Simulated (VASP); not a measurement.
# AlP (F-43m) in VASP: a series of runs

The runs below take AlP through single point, with PBE.

Everything below comes from runs of VASP 6.6.1. Logs are shortened: lines on timing, memory, paths and dates and some standing lists are left out, and cuts for length are marked.

**What was measured.**

A printed reference work, data compilation reports, for a bulk crystal of AlP at 4.2 K: band gap 2.505 eV (indirect).

The runs below are set against these values where they give the same quantity.

**1. The cell of the first run**

Symmetry: F-43m, No. 216, cubic system. The conventional cell has a = 5.466 Å, b = 5.466 Å, c = 5.466 Å, α = 90.00°, β = 90.00°, γ = 90.00°. Al (site symmetry -43m) has 4 P at 2.37 Å within 3.1 Å. Within 3.1 Å of P (site symmetry -43m) lie 4 Al at 2.37 Å.

**2. Single point, PBE**

Input file INCAR:

```
SYSTEM = AlP
ALGO     = Normal         ! electronic algorithm
EDIFF    = 1E-6           ! SCF threshold, eV
ENCUT    = 500            ! plane-wave cutoff, eV
GGA      = PE             ! functional
GGA_COMPAT= .False.      
ISIF     = 2              ! what is computed and relaxed
ISMEAR   = 0              ! smearing method
LASPH    = .True.         ! aspherical terms in the spheres
LCHARG   = .True.         ! write CHGCAR
LELF     = .True.         ! ELF
LREAL    = .False.        ! projectors in reciprocal space
LVHAR    = .True.       
LWAVE    = .False.        ! write WAVECAR
NBANDS   = 11             ! bands
NELM     = 120            ! most SCF steps
PREC     = Accurate       ! precision mode
SIGMA    = 0.01           ! smearing width, eV
```

Input file KPOINTS:

```
k-points
0
Gamma
  6 6 6
  0 0 0
```

Input file POSCAR:

```
AlP
1.0
    0.0000000000      2.7331038598      2.7331038598
    2.7331038598      0.0000000000      2.7331038598
    2.7331038598      2.7331038598      0.0000000000
Al P
1 1
Direct
    0.0000000000      0.0000000000      0.0000000000
    0.2500000000      0.2500000000      0.2500000000
```

Potentials or basis: VASP PAW PBE potentials, release 64 (Al, P).

Command:

```console
> cat potpaw_PBE.64/Al/POTCAR potpaw_PBE.64/P/POTCAR > POTCAR
> mpirun -np 1 vasp_std > vasp.out
```

OUTCAR:

```text
SYSTEM = AlP
   EDIFF = 1E-6
   ENCUT = 500
   GGA = PE
   ISIF = 2
   ISMEAR = 0
   LASPH = .True.
   LREAL = .False.
   NELM = 120
   PREC = Accurate

 ion  position               nearest neighbor table
   1  0.000  0.000  0.000-   2 2.37   2 2.37   2 2.37   2 2.37
   2  0.250  0.250  0.250-   1 2.37   1 2.37   1 2.37   1 2.37

  LATTYP: Found a face centered cubic cell.
 ALAT       =     5.4662077196

  Lattice vectors:

 A1 = (   0.0000000000,   2.7331038598,   2.7331038598)
 A2 = (   2.7331038598,   0.0000000000,   2.7331038598)
 A3 = (   2.7331038598,   2.7331038598,   0.0000000000)

Analysis of symmetry for initial positions (statically):
=====================================================================
 Subroutine PRICEL returns:
 Original cell was already a primitive cell.

 Routine SETGRP: Setting up the symmetry group for a
 face centered cubic supercell.

 Subroutine GETGRP returns: Found 24 space group operations
 (whereof 24 operations were pure point group operations)
 out of a pool of 48 trial point group operations.

The static configuration has the point symmetry T_d .

Analysis of symmetry for dynamics (positions and initial velocities):
=====================================================================
 Subroutine PRICEL returns:
 Original cell was already a primitive cell.

 Routine SETGRP: Setting up the symmetry group for a
 face centered cubic supercell.

 Subroutine GETGRP returns: Found 24 space group operations
 (whereof 24 operations were pure point group operations)
 out of a pool of 48 trial point group operations.

The dynamic configuration has the point symmetry T_d .

 Subroutine INISYM returns: Found 24 space group operations
 (whereof 24 operations are pure point group operations),
 and found     1 'primitive' translations

----------------------------------------------------------------------------------------

                                     Primitive cell

  volume of cell :      40.8318

  direct lattice vectors                    reciprocal lattice vectors
     0.000000000  2.733103860  2.733103860    -0.182942188  0.182942188  0.182942188
     2.733103860  0.000000000  2.733103860     0.182942188 -0.182942188  0.182942188
     2.733103860  2.733103860  0.000000000     0.182942188  0.182942188 -0.182942188

  length of vectors
     3.865192546  3.865192546  3.865192546     0.316865164  0.316865164  0.316865164

  position of ions in fractional coordinates (direct lattice)
     0.000000000  0.000000000  0.000000000
     0.250000000  0.250000000  0.250000000

  ion indices of the primitive-cell ions
   primitive index   ion index
                 1           1
                 2           2

----------------------------------------------------------------------------------------

 KPOINTS: k-points

Automatic generation of k-mesh.
 Grid dimensions read from file:
 generate k-points for:    6    6    6

 Generating k-lattice:

  Cartesian coordinates                     Fractional coordinates (reciprocal lattice)
    -0.030490365  0.030490365  0.030490365     0.166666667  0.000000000  0.000000000
     0.030490365 -0.030490365  0.030490365     0.000000000  0.166666667  0.000000000
     0.030490365  0.030490365 -0.030490365     0.000000000  0.000000000  0.166666667

  Length of vectors
     0.052810861  0.052810861  0.052810861

  Shift w.r.t. Gamma in fractional coordinates (k-lattice)
     0.000000000  0.000000000  0.000000000

 Subroutine IBZKPT returns following result:
 ===========================================

 Found     16 irreducible k-points:

 Following reciprocal coordinates:
            Coordinates               Weight
  0.000000  0.000000  0.000000      1.000000
  0.166667  0.000000  0.000000      8.000000
  0.333333  0.000000  0.000000      8.000000
  0.500000  0.000000  0.000000      4.000000
  0.166667  0.166667  0.000000      6.000000
  0.333333  0.166667  0.000000     24.000000
[... 8 lines left out ...]
 -0.333333  0.333333  0.166667     24.000000
 -0.333333  0.500000  0.166667     12.000000
   k-points           NKPTS =     16   k-points in BZ     NKDIM =     16   number of bands    NBANDS=     11
   number of dos      NEDOS =    301   number of ions     NIONS =      2
   total plane-waves  NPLWV =  21952
   dimension x,y,z NGX =    28 NGY =   28 NGZ =   28
   dimension x,y,z NGXF=    56 NGYF=   56 NGZF=   56
   ions per type =               1   1
   NGX,Y,Z   is equivalent  to a cutoff of  12.04, 12.04, 12.04 a.u.
   NGXF,Y,Z  is equivalent  to a cutoff of  24.09, 24.09, 24.09 a.u.
 SYSTEM =  AlP
   PREC   = accura    normal or accurate (medium, high low for compatibility)
   ISTART =      0    job   : 0-new  1-cont  2-samecut
   ICHARG =      2    charge: 1-file 2-atom 10-const
   ISPIN  =      1    spin polarized calculation?
   LNONCOLLINEAR =      F non collinear calculations
   LSORBIT =      F    spin-orbit coupling
   LASPH  =      T    aspherical Exc in radial PAW
   ENCUT  =  500.0 eV  36.75 Ry    6.06 a.u.   7.05  7.05  7.05*2*pi/ulx,y,z
   NELM   =    120;   NELMIN=  2; NELMDL= -5     # of ELM steps
   EDIFF  = 0.1E-05   stopping-criterion for ELM
   LREAL  =      F    real-space projection
   EDIFFG = 0.1E-04   stopping-criterion for IOM
   NSW    =      0    number of steps for IOM
   IBRION =     -1    ionic relax: 0-MD 1-quasi-New 2-CG
   NFREE  =      0    steps in history (QN), initial steepest desc. (CG)
   ISIF   =      2    stress and relaxation
   ISYM   =      2    0-nonsym 1-usesym 2-fastsym
   POTIM  = 0.5000    time-step for ionic-motion
   TEBEG  =    0.0;   TEEND  =   0.0 temperature during run
   PSTRESS=    0.0 pullay stress
   NELECT =       8.0000    total number of electrons
   NUPDOWN=      -1.0000    fix difference up-down
   EMIN   =  10.00;   EMAX   =-10.00  energy-range for DOS
   EFERMI =   0.00;   METHOD = LEGACY
   ISMEAR =     0;   SIGMA  =   0.01  broadening in eV -4-tet -1-fermi 0-gaus
   EFERMI_NEDOS =   21; number of points for ismear=-14 and -15
   IALGO  =     38    algorithm
   IMIX   =      4    mixing-type and parameters
     AMIX     =   0.40;   BMIX     =  1.00
     AMIX_MAG =   1.60;   BMIX_MAG =  1.00
  volume/ion in A,a.u.               =      20.42       137.77
  Fermi-wavevector in a.u.,A,eV,Ry     =   0.950835  1.796818 12.300864  0.904088
  Thomas-Fermi vector in A             =   2.079249
   LORBIT       =      0    0 simple, 1 ext, 2 COOP (PROOUT), +10 PAW based schemes
   GGA     = PE    functional components
   LHFCALC =     F    Hartree Fock is set to
   AEXX    =    0.0000 exact exchange contribution
   IVDW    =     0    specifies the selected vdW correction
   LEPSILON=     F    determine dielectric tensor
   LRPA    =     F    only Hartree local field effects (RPA)
 non-spin polarized calculation
 Gauss-broadening in eV      SIGMA  =   0.01
  energy-cutoff  :      500.00
  volume of cell :       40.83
 maximum number of plane-waves:      1056
   NGX = 15   NGY = 15   NGZ = 15

 number of electron       8.0000000 magnetization

 Free energy of the ion-electron system (eV)
  ---------------------------------------------------
  ext. energy  EPLUGINS =         0.00000000
  ---------------------------------------------------
  free energy    TOTEN  =       -10.36396217 eV

  energy without entropy =      -10.36396217  energy(sigma->0) =      -10.36396217

 E-fermi :   4.6802     XC(G=0):  -9.1937

 val. band max:        4.5536255104   @ k =   0.0000   0.0000   0.0000
 cond. band min:       6.1369788197   @ k =   0.5000   0.5000   0.0000
 fundamental gap:      1.5833533093
 Fermi energy:         4.6802394981

 k-point     1 :       0.0000    0.0000    0.0000
  band No.  band energies     occupation
      1      -6.9327      2.00000
      2       4.5536      2.00000
      3       4.5536      2.00000
      4       4.5536      2.00000
      5       7.8296      0.00000
      6       9.1076      0.00000
      7       9.1076      0.00000
      8       9.1076      0.00000
      9      13.3821      0.00000
     10      13.3821      0.00000
     11      14.8185      0.00000

 k-point     2 :       0.1667    0.0000    0.0000
  band No.  band energies     occupation
      1      -6.6308      2.00000
      2       2.6849      2.00000
      3       4.3119      2.00000
      4       4.3119      2.00000
      5       8.1639      0.00000
      6       9.5412      0.00000
      7       9.5412      0.00000
      8      10.1982      0.00000
      9      12.7438      0.00000
     10      12.7438      0.00000
     11      15.3984      0.00000

 k-point     3 :       0.3333    0.0000    0.0000
  band No.  band energies     occupation
      1      -5.8449      2.00000
      2       0.2266      2.00000
      3       3.9413      2.00000
      4       3.9413      2.00000
      5       7.5929      0.00000
      6       9.5962      0.00000
      7       9.5962      0.00000
      8      12.4704      0.00000
      9      13.6738      0.00000
     10      13.6738      0.00000
     11      14.8671      0.00000

 k-point     4 :       0.5000    0.0000    0.0000
  band No.  band energies     occupation
      1      -5.2614      2.00000
      2      -0.9604      2.00000
      3       3.7919      2.00000
      4       3.7919      2.00000
      5       7.3544      0.00000
      6       9.3696      0.00000
      7       9.3696      0.00000
      8      12.8173      0.00000
      9      16.0728      0.00000
     10      16.0728      0.00000
     11      16.3699      0.00000
[... 127 lines left out ...]
 k-point    14 :       0.5000    0.3333    0.1667
  band No.  band energies     occupation
      1      -5.2226      2.00000
      2       0.1384      2.00000
      3       1.8892      2.00000
      4       2.9694      2.00000
      5       8.4078      0.00000
      6       9.3828      0.00000
      7      10.0482      0.00000
      8      12.7618      0.00000
      9      13.8908      0.00000
     10      16.0263      0.00000
     11      17.9131      0.00000

 k-point    15 :      -0.3333    0.3333    0.1667
  band No.  band energies     occupation
      1      -4.7651      2.00000
      2      -0.4266      2.00000
      3       1.4371      2.00000
      4       2.5797      2.00000
      5       8.6023      0.00000
      6       9.5191      0.00000
      7      11.4288      0.00000
      8      12.2020      0.00000
      9      13.4222      0.00000
     10      16.4721      0.00000
     11      17.4532      0.00000

 k-point    16 :      -0.3333    0.5000    0.1667
  band No.  band energies     occupation
      1      -4.5647      2.00000
      2      -0.4795      2.00000
      3       1.6567      2.00000
      4       1.8977      2.00000
      5       7.8712      0.00000
      6       8.8601      0.00000
      7      12.1964      0.00000
      8      12.5442      0.00000
      9      15.7815      0.00000
     10      16.4901      0.00000
     11      17.8079      0.00000

------------------------ aborting loop because EDIFF is reached ----------------------------------------

  FORCE on cell =-STRESS in cart. coord.  units (eV):
  Direction    XX          YY          ZZ          XY          YZ          ZX
  --------------------------------------------------------------------------------------
  -------------------------------------------------------------------------------------
  Total        0.4870616      0.4870616      0.4870616      0.0000000     -0.0000000     -0.0000000
  in kB       19.1115587     19.1115587     19.1115587      0.0000000     -0.0000000     -0.0000000
  external PRESSURE =      19.1115587 kB  Pullay stress =       0.0000000 kB

 VOLUME and BASIS-vectors are now :
 -----------------------------------------------------------------------------
  energy-cutoff  :      500.00
  volume of cell :       40.83
      direct lattice vectors                 reciprocal lattice vectors
     0.000000000  2.733103860  2.733103860    -0.182942188  0.182942188  0.182942188
     2.733103860  0.000000000  2.733103860     0.182942188 -0.182942188  0.182942188
     2.733103860  2.733103860  0.000000000     0.182942188  0.182942188 -0.182942188

 POSITION                                       TOTAL-FORCE (eV/Angst)
 -----------------------------------------------------------------------------------
      0.00000      0.00000      0.00000        -0.000000     -0.000000     -0.000000
      1.36655      1.36655      1.36655         0.000000      0.000000      0.000000
 -----------------------------------------------------------------------------------
    total drift:                               -0.000000     -0.000000      0.000000

  FREE ENERGIE OF THE ION-ELECTRON SYSTEM (eV)
  ---------------------------------------------------
  free  energy   TOTEN  =       -10.3639621686 eV

  energy  without entropy=      -10.3639621686  energy(sigma->0) =      -10.36396217
```

It took 4.4 s on 1 thread of Intel Xeon 6975P-C (Granite Rapids), shared host; peak memory 0.14 GiB.

What came out:

```
Free energy            : -10.3640 eV
Pressure               : 1.9 GPa
Band gap on the k mesh : 1.58 eV, indirect (least direct gap 3.28 eV)
```

Levels at points of the mesh, in eV from the valence-band top:
```
           k point  band 1  band 2  band 3  band 4  band 5  band 6  band 7  band 8
(0.00, 0.00, 0.00)  -11.49    0.00    0.00    0.00    3.28    4.55    4.55    4.55
(0.50, 0.00, 0.00)   -9.82   -5.51   -0.76   -0.76    2.80    4.82    4.82    8.26
(0.50, 0.50, 0.00)   -9.15   -5.30   -2.10   -2.10    1.58    2.47   11.04   11.04
```

**3. Single point, PBE**

This run uses another cell than the first one, of 19.99 Å³/atom, 0.979 times its volume.

Input file INCAR:

```
PREC = Accurate
ENCUT = 500
EDIFF = 1E-6
ISMEAR = 0
SIGMA = 0.01
LREAL = False
LASPH = True
NELM = 120
ALGO = Normal
ISIF = 2
LWAVE = False
LCHARG = False
GGA = PE
NBANDS = 11
GGA_COMPAT = False
```

Input file KPOINTS:

```
Automatic mesh
0
Gamma
  6 6 6
```

Input file POSCAR:

```
AlP
1.0
    0.0000000000      2.7140411945      2.7140411945
    2.7140411945      0.0000000000      2.7140411945
    2.7140411945      2.7140411945      0.0000000000
Al P
1 1
Direct
    0.0000000000      0.0000000000      0.0000000000
    0.2500000000      0.2500000000      0.2500000000
```

Potentials or basis: VASP PAW PBE potentials, release 64 (Al, P).

Command:

```console
> cat potpaw_PBE.64/Al/POTCAR potpaw_PBE.64/P/POTCAR > POTCAR
> mpirun -np 1 vasp_std > vasp.out
```

OUTCAR:

```text
PREC = Accurate
   ENCUT = 500
   EDIFF = 1E-6
   ISMEAR = 0
   LREAL = False
   LASPH = True
   NELM = 120
   ISIF = 2
   GGA = PE

 ion  position               nearest neighbor table
   1  0.000  0.000  0.000-   2 2.35   2 2.35   2 2.35   2 2.35
   2  0.250  0.250  0.250-   1 2.35   1 2.35   1 2.35   1 2.35

  LATTYP: Found a face centered cubic cell.
 ALAT       =     5.4280823890

  Lattice vectors:

 A1 = (   0.0000000000,   2.7140411945,   2.7140411945)
[... 398 lines left out ...]

------------------------ aborting loop because EDIFF is reached ----------------------------------------

  FORCE on cell =-STRESS in cart. coord.  units (eV):
  Direction    XX          YY          ZZ          XY          YZ          ZX
  --------------------------------------------------------------------------------------
  -------------------------------------------------------------------------------------
  Total        0.9721885      0.9721885      0.9721885     -0.0000000      0.0000000     -0.0000000
  in kB       38.9566657     38.9566657     38.9566657     -0.0000000      0.0000000     -0.0000000
  external PRESSURE =      38.9566657 kB  Pullay stress =       0.0000000 kB

 VOLUME and BASIS-vectors are now :
 -----------------------------------------------------------------------------
  energy-cutoff  :      500.00
  volume of cell :       39.98
      direct lattice vectors                 reciprocal lattice vectors
     0.000000000  2.714041195  2.714041195    -0.184227123  0.184227123  0.184227123
     2.714041195  0.000000000  2.714041195     0.184227123 -0.184227123  0.184227123
     2.714041195  2.714041195  0.000000000     0.184227123  0.184227123 -0.184227123

 POSITION                                       TOTAL-FORCE (eV/Angst)
 -----------------------------------------------------------------------------------
      0.00000      0.00000      0.00000         0.000000      0.000000      0.000000
      1.35702      1.35702      1.35702        -0.000000     -0.000000     -0.000000
 -----------------------------------------------------------------------------------
    total drift:                                0.000000      0.000000      0.000000

  FREE ENERGIE OF THE ION-ELECTRON SYSTEM (eV)
  ---------------------------------------------------
  free  energy   TOTEN  =       -10.3486070698 eV

  energy  without entropy=      -10.3486070698  energy(sigma->0) =      -10.34860707
```

OSZICAR:

```text
N       E                     dE             d eps       ncg     rms          rms(c)
DAV:   1     0.116461728815E+02    0.11646E+02   -0.29951E+03   352   0.532E+02
DAV:   2    -0.980174839507E+01   -0.21448E+02   -0.20148E+02   453   0.880E+01
DAV:   3    -0.106996253867E+02   -0.89788E+00   -0.89581E+00   449   0.174E+01
DAV:   4    -0.107083203665E+02   -0.86950E-02   -0.86936E-02   424   0.208E+00
DAV:   5    -0.107084616185E+02   -0.14125E-03   -0.14125E-03   451   0.253E-01    0.460E+00
DAV:   6    -0.103941346869E+02    0.31433E+00   -0.61267E-01   397   0.293E+00    0.295E+00
DAV:   7    -0.103480321523E+02    0.46103E-01   -0.22765E-01   412   0.195E+00    0.147E+00
DAV:   8    -0.103485209845E+02   -0.48883E-03   -0.15506E-02   411   0.613E-01    0.223E-01
DAV:   9    -0.103484519003E+02    0.69084E-04   -0.68871E-04   431   0.148E-01    0.908E-02
DAV:  10    -0.103486020087E+02   -0.15011E-03   -0.21658E-04   397   0.782E-02    0.964E-03
DAV:  11    -0.103486064301E+02   -0.44214E-05   -0.22118E-05   435   0.218E-02    0.113E-02
DAV:  12    -0.103486070698E+02   -0.63974E-06   -0.14612E-06   403   0.670E-03
   1 F= -.10348607E+02 E0= -.10348607E+02  d E =-.838732E-67
```

Run time: 3.8 s. Hardware: 1 thread of Intel Xeon 6975P-C (Granite Rapids), shared host; peak memory 0.14 GiB.

Results:

- Free energy: -10.3486 eV
- Pressure: 3.9 GPa
- Band gap on the k mesh: 1.54 eV, indirect (least direct gap 3.46 eV)

A k mesh can miss the band edges. PBE gaps usually lie below the measured ones, often by a third to a half.

(Continued in part 2 of 2.)
